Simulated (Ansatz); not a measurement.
# Alloy of BaZrO3 and BaHfO3 (8 of 8 Zr sites exchanged), 40 atoms

Aim: relax the alloy cell and compare the gap by PBEsol and HSE06.

Method: density functional theory in Ansatz 0.2.0, PAW datasets, plane waves.

## Step 1: The starting cell

40 atoms (8 Ba, 8 Hf, 24 O); a = 8.318 Å, b = 8.318 Å, c = 8.318 Å, α = 90.00°, β = 90.00°, γ = 90.00°. All atoms were shaken off their sites by about 0.02 Å along each axis.

Steps to follow: (2) PBEsol cell relaxation at the single k point (¼, ¼, ¼), on 7 threads of Arm Neoverse-V2; (3) HSE06 single point at the Γ point alone, on 7 threads of Arm Neoverse-V2.

## Step 2: PBEsol relaxation of the cell and the positions

The input, in.yaml:

```yaml
crystal:
  lattice:
    - [8.317994, 0.000000, 0.000000]
    - [0.000000, 8.317994, 0.000000]
    - [0.000000, 0.000000, 8.317994]
  atoms:
    - { symbol: Ba, position: [0.000328, 0.997784, 0.001884] }
    - { symbol: Ba, position: [0.000103, 0.001425, 0.502122] }
    - { symbol: Ba, position: [0.999627, 0.496742, 0.001811] }
    - { symbol: Ba, position: [0.004439, 0.498493, 0.500866] }
    - { symbol: Ba, position: [0.499152, 0.995262, 0.999267] }
    - { symbol: Ba, position: [0.503808, 0.995800, 0.498431] }
    - { symbol: Ba, position: [0.501049, 0.499469, 0.999809] }
    - { symbol: Ba, position: [0.499067, 0.502642, 0.501122] }
    - { symbol: Hf, position: [0.250025, 0.248980, 0.249480] }
    - { symbol: Hf, position: [0.251643, 0.249348, 0.754252] }
    - { symbol: Hf, position: [0.252287, 0.750372, 0.249884] }
    - { symbol: Hf, position: [0.246073, 0.749276, 0.747571] }
    - { symbol: Hf, position: [0.750050, 0.249907, 0.250055] }
    - { symbol: Hf, position: [0.745743, 0.249155, 0.748741] }
    - { symbol: Hf, position: [0.749330, 0.754152, 0.247977] }
    - { symbol: Hf, position: [0.751316, 0.749846, 0.752347] }
    - { symbol: O, position: [0.250043, 0.248202, 0.996411] }
    - { symbol: O, position: [0.249919, 0.253021, 0.500806] }
    - { symbol: O, position: [0.248254, 0.753218, 0.999966] }
    - { symbol: O, position: [0.252317, 0.750487, 0.502455] }
    - { symbol: O, position: [0.749262, 0.251631, 0.003507] }
    - { symbol: O, position: [0.751300, 0.250134, 0.499660] }
    - { symbol: O, position: [0.751537, 0.752587, 0.998487] }
    - { symbol: O, position: [0.749103, 0.750591, 0.506238] }
    - { symbol: O, position: [0.000299, 0.247356, 0.244934] }
    - { symbol: O, position: [0.000076, 0.252567, 0.745481] }
    - { symbol: O, position: [0.996213, 0.749933, 0.250500] }
    - { symbol: O, position: [0.995284, 0.746255, 0.750158] }
    - { symbol: O, position: [0.500736, 0.247961, 0.246032] }
    - { symbol: O, position: [0.499804, 0.254734, 0.752019] }
    - { symbol: O, position: [0.495032, 0.745368, 0.251581] }
    - { symbol: O, position: [0.499881, 0.752797, 0.748959] }
    - { symbol: O, position: [0.249271, 0.000996, 0.253602] }
    - { symbol: O, position: [0.247726, 0.001278, 0.746333] }
    - { symbol: O, position: [0.244620, 0.504210, 0.247796] }
    - { symbol: O, position: [0.249687, 0.496413, 0.747739] }
    - { symbol: O, position: [0.750498, 0.997956, 0.250272] }
    - { symbol: O, position: [0.755611, 0.998911, 0.750717] }
    - { symbol: O, position: [0.750898, 0.502701, 0.252676] }
    - { symbol: O, position: [0.749267, 0.502665, 0.748952] }
  symmetry: { detect: false }
kpoints:
  mp_grid: { grid: [1, 1, 1], shift: [0.25, 0.25, 0.25] }
hamiltonian:
  xc: pbesol
scf:
  occupations: { method: fermi_dirac, width: 0.01 }
relax:
  f_tol: 0.03
  max_steps: 80
  escape_saddle: false
  adjacent_minimum: "off"
  cell: { fix: [shape] }
output:
  forces: true
  eigenvalues: true
  populations: true
```

Command:

```
> ansatz run in.yaml --threads 7 --pin off --max-ram 26600MiB --runs-dir r --events-out ev --progress --plain
```

After this run come: HSE06 single point.

Before running it: what results should come out? Wanted: for each run, top filled to lowest empty.

As calculated:

```
             level                     time   k points  top filled to lowest empty (eV)
PBEsol, relaxation     28 s (7 CPU threads)  (¼, ¼, ¼)                             4.42
             HSE06  2.1 min (7 CPU threads)          Γ                             5.06
```

| quantity | value |
| --- | --- |
| relaxation | 3 recorded steps, 0.29 eV gained |
| largest shift | 0.05 Å (O30 and others alike) |
| relaxed cell | a = 8.315 Å, b = 8.315 Å, c = 8.315 Å, α = 90.00°, β = 90.00°, γ = 90.00° |
| mean bonds | Ba–O 2.940, Hf–O 2.079 Å |

**In words.** The relaxation lowers the energy by 0.29 eV; the largest shift is 0.05 Å (O30 and others alike), while the volume changes by -0.1 %. The mean lengths of the listed bonds run from Hf–O 2.08 Å to Ba–O 2.94 Å. The relaxation ran on other k points, so part of any difference from the later rows can come from the mesh. With one k point the spacing samples only the states that fold onto it, so it can exceed the gap over the zone.
